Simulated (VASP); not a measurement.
## BP in VASP 6.6.1, single-point calculation

INCAR

```
PREC = Accurate
ISMEAR = 0
LASPH = .TRUE.
LCHARG = .FALSE.
ISIF = 2
EDIFF = 0.001
LWAVE = .FALSE.
LREAL = .FALSE.
NSW = 0
GGA = PE
NELM = 120
IBRION = -1
SIGMA = 0.1
ENCUT = 520
NBANDS = 11
```

KPOINTS

```
KPOINTS created by Atomic Simulation Environment
0
Gamma
10 10 10
0 0 0
```

POSCAR

```
B  P
 1.0000000000000000
     0.0000000000000000    2.3778753193000002    2.2234512308999999
     2.3778753193000002    0.0000000000000000    2.2234512308999999
     2.3778753193000002    2.3778753193000002    0.0000000000000000
 B   P
   1   1
Cartesian
  0.0000000000000000  0.0000000000000000  0.0000000000000000
  1.1889376596500001  1.1889376596500001  1.1117256154499999
```

The recommended PBE PAW datasets give the neutral cell 8 valence electrons.

Command

```
mpirun -np 1 vasp_std
```

OSZICAR

```
N       E                     dE             d eps       ncg     rms          rms(c)
DAV:   1     0.874997668582E+01    0.87500E+01   -0.39644E+03  2244   0.657E+02
DAV:   2    -0.127720458667E+02   -0.21522E+02   -0.20562E+02  3025   0.105E+02
DAV:   3    -0.133757459724E+02   -0.60370E+00   -0.60250E+00  2866   0.157E+01
DAV:   4    -0.133781841945E+02   -0.24382E-02   -0.24379E-02  2579   0.117E+00
DAV:   5    -0.133781991754E+02   -0.14981E-04   -0.14981E-04  2764   0.909E-02    0.645E+00
DAV:   6    -0.128987600260E+02    0.47944E+00   -0.11861E+00  2520   0.448E+00    0.349E+00
DAV:   7    -0.128296790495E+02    0.69081E-01   -0.16452E-01  2807   0.204E+00    0.125E+00
DAV:   8    -0.128226895696E+02    0.69895E-02   -0.23535E-02  2629   0.854E-01    0.168E-01
DAV:   9    -0.128230153096E+02   -0.32574E-03   -0.69898E-04  1323   0.175E-01
   1 F= -.12823015E+02 E0= -.12823013E+02  d E =-.428545E-05
```

Standard output (part)

```
POSCAR found type information on POSCAR B P
 POSCAR found :  2 types and       2 ions
 LDA part: xc-table for (Slater+PW92), standard interpolation
 POSCAR, INCAR and KPOINTS ok, starting setup
 WAVECAR not read
 entering main loop
```

From OUTCAR

```
k-points           NKPTS =    102   k-points in BZ     NKDIM =    102   number of bands    NBANDS=     11

   NELECT =       8.0000    total number of electrons

   dimension x,y,z NGX =    24 NGY =   24 NGZ =   28
   dimension x,y,z NGXF=    48 NGYF=   48 NGZF=   56

  energy-cutoff  :      520.00
  volume of cell :       25.14
      direct lattice vectors                 reciprocal lattice vectors
     0.000000000  2.377875319  2.223451231    -0.210271748  0.210271748  0.224875632
     2.377875319  0.000000000  2.223451231     0.210271748 -0.210271748  0.224875632
     2.377875319  2.377875319  0.000000000     0.210271748  0.210271748 -0.224875632

 k-points in reciprocal lattice and weights: KPOINTS created by Atomic Simulation Env
   0.00000000  0.00000000  0.00000000       0.001
   0.10000000 -0.00000000  0.00000000       0.008
   0.20000000 -0.00000000  0.00000000       0.008
   0.30000000  0.00000000  0.00000000       0.008
   0.40000000  0.00000000  0.00000000       0.008
   0.50000000 -0.00000000  0.00000000       0.004
   0.10000000  0.10000000  0.00000000       0.002
   0.20000000  0.10000000  0.00000000       0.008
   ...

 E-fermi :   7.1664

 k-point     1 :       0.0000    0.0000    0.0000
  band No.  band energies     occupation
      1      -8.2300      2.00000
      2       6.3989      2.00000
      3       6.3989      2.00000
      4       6.9845      1.98988
      5       9.6595      0.00000
      6      10.0528      0.00000
      7      10.0528      0.00000
      8      12.8145      0.00000
      9      17.6105      0.00000
     10      17.7037      0.00000
     11      19.1902      0.00000

 k-point     2 :       0.1000   -0.0000    0.0000
  band No.  band energies     occupation
      1      -8.0602      2.00000
      2       5.3086      2.00000
      3       6.1042      2.00000
      4       6.5730      2.00000
      5       9.9497      0.00000
      6      10.4111      0.00000
      7      10.4875      0.00000
      8      13.4193      0.00000
      9      17.2152      0.00000
     10      18.1045      0.00000
     11      18.4111      0.00000

 k-point     3 :       0.2000   -0.0000    0.0000
  band No.  band energies     occupation
      1      -7.5582      2.00000
      2       3.1077      2.00000
      3       5.5266      2.00000
      4       6.0661      2.00000
      5      10.1014      0.00000
      6      10.9916      0.00000
      7      11.1244      0.00000
      8      14.8044      0.00000
      9      16.9432      0.00000
     10      17.5337      0.00000
     11      19.1391      0.00000

 k-point     4 :       0.3000    0.0000    0.0000
  band No.  band energies     occupation
      1      -6.7563      2.00000
      2       0.8779      2.00000
      3       5.0051      2.00000
      4       5.6500      2.00000
      5       9.9179      0.00000
      6      11.1714      0.00000
      7      11.6602      0.00000
      8      16.0133      0.00000
      9      17.6909      0.00000
     10      17.8123      0.00000
     11      19.4286      0.00000

 k-point     5 :       0.4000    0.0000    0.0000
  band No.  band energies     occupation
      1      -5.7741      2.00000
      2      -1.0113      2.00000
      3       4.6668      2.00000
      4       5.3916      2.00000
      5       9.7294      0.00000
      6      11.0495      0.00000
      7      11.8298      0.00000
      8      16.4598      0.00000
      9      18.8395      0.00000
     10      19.6329      0.00000
     11      20.2942      0.00000

 ...

  Total       -2.3564448     -2.3564448      0.0537294      0.0000000      0.0000000     -0.0000000
  in kB     -150.1523327   -150.1523327      3.4236304      0.0000000      0.0000000     -0.0000000
  external PRESSURE =     -98.9603450 kB  Pullay stress =       0.0000000 kB

 POSITION                                       TOTAL-FORCE (eV/Angst)
 -----------------------------------------------------------------------------------
      0.00000      0.00000      0.00000         0.000000      0.000000      0.000000
      1.18894      1.18894      1.11173        -0.000000     -0.000000     -0.000000
 -----------------------------------------------------------------------------------
    total drift:                               -0.000000     -0.000000      0.000000

  FREE ENERGIE OF THE ION-ELECTRON SYSTEM (eV)
  ---------------------------------------------------
  free  energy   TOTEN  =       -12.8230153096 eV

  energy  without entropy=      -12.8230110242  energy(sigma->0) =      -12.82301317
```

It converged. Results: gap between bands v and c on the k mesh 0.38 eV; least direct gap on the k mesh 2.67 eV; pressure -9.9 GPa. Band v is the last that the valence electrons fill when counted band by band, and c is the next.

For comparison, a separate PBE run of the intended cell, on usual settings and not on those above, gives a gap of 0.39 eV on its mesh and a pressure of -9.7 GPa.

The run above took about 6.1 s on one core of a shared host (Intel Xeon 6975P-C) and held 0.15 GiB at most.
